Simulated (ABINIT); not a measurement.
Crystal: AlN.

```
CELL_PARAMETERS angstrom
0.00000 2.18399 2.18399
2.18399 0.00000 2.18399
2.18399 2.18399 0.00000
ATOMIC_POSITIONS crystal
Al 0.00000 0.00000 0.00000
N 0.25000 0.25000 0.25000
```

Measurements of this composition are mostly on another form, of space group No. 186.

Base run:

```yaml
Program: ABINIT 10.8.3 (patched build)
Functional: revPBE
Potentials_or_basis: JTH PAW PBE v2.0
Cutoff: 680 eV
k_mesh: 10 × 10 × 10
Occupations: fermi-dirac, width 0.05 eV
Spin: no spin polarisation
```

Its results: band gap on the k mesh 3.32 eV, indirect (least direct gap 4.20 eV).

After a change of settings the same cell gave: band gap on the k mesh 3.70 eV, indirect (least direct gap 4.49 eV). Which change was it?
A. functional from revPBE to LDA-Teter; potentials or basis from JTH PAW PBE v2.0 to JTH PAW LDA v2.0
B. functional from revPBE to BLYP
C. functional from revPBE to LDA-VWN; potentials or basis from JTH PAW PBE v2.0 to JTH PAW LDA v2.0
D. functional from revPBE to PBEsol; k mesh from 10 × 10 × 10 to 6 × 6 × 6

B.

Runs at the PBE level aren't shown here.
